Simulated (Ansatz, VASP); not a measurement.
**Cl2 in VASP and in Ansatz**

```
Cl
1.0
    12.00000    0.00000    0.00000
     0.00000   12.00000    0.00000
     0.00000    0.00000   12.00000
Cl
2
Direct
  0.50000 0.50000 0.41708
  0.50000 0.50000 0.58292
```

Alike in both runs: task relaxation of the atoms; functional LDA; k mesh 1 × 1 × 1; occupations gaussian, width 0.03 eV; no spin polarisation.

|  | VASP | Ansatz |
| --- | --- | --- |
| version | VASP 6.6.1 | Ansatz 0.2.0 |
| potentials or method | VASP PAW LDA potentials, release 64 (Cl) | scalar-relativistic, plane waves, PAW |
| plane-wave cutoff (eV) | 520 | 420 |
| valence electrons in the cell | 14 | 14 |

|  | VASP | Ansatz | Ansatz less VASP |
| --- | --- | --- | --- |
| gap on the k mesh at the Fermi level, each at its own relaxed structure (eV) | 3.08 | 2.99 | -0.088 |
| energy change over the relaxation (meV/atom) | -2 | -1 | +1.2 |
